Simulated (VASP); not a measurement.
Set up this calculation in VASP 6.6.1, as the native input.

| Quantity | Value |
| --- | --- |
| Task | single point |
| Functional | PBE |
| Potentials or basis | VASP PAW PBE potentials, release 64 (Si) |
| Cutoff | 520 eV |
| k mesh | 8 × 8 × 8 |
| Occupations | gaussian, width 0.011 eV |
| Spin | no spin polarisation |
| Further INCAR settings | ALGO = Fast; EDIFF = 1e-07; NBANDS = 11 |

The structure of Si lies in POSCAR:

```
Si
1.0
    0.0000000000      2.7218511865      2.7218511865
    2.7218511865      0.0000000000      2.7218511865
    2.7218511865      2.7218511865      0.0000000000
Si
2
Direct
    0.5000000000      0.5000000000      0.5000000000
    0.7500000000      0.7500000000      0.7500000000
```

One way to write it, as run:

INCAR

```
SYSTEM = Si
ALGO = Fast
EDIFF = 1E-7
ENCUT = 520
GGA = PE
ISIF = 2
ISMEAR = 0
LASPH = .True.
LCHARG = .False.
LREAL = .False.
LWAVE = .False.
NBANDS = 11
NELM = 60
PREC = Accurate
SIGMA = 0.011
```

KPOINTS

```
k-points
0
Gamma
  8 8 8
  0 0 0
```

Potentials or basis: VASP PAW PBE potentials, release 64 (Si).

The run is started by

```bash
$ cat potpaw_PBE.64/Si/POTCAR > POTCAR
$ mpirun -np 1 vasp_std > vasp.out
```

It gave:

```
Pressure               : 1.3 GPa
Band gap on the k mesh : 0.63 eV, indirect (least direct gap 2.56 eV)
```

Run time: 13 s on 1 thread of Intel(R) Xeon(R) Platinum 8488C (Sapphire Rapids) (shared host), peak memory 0.15 GiB.
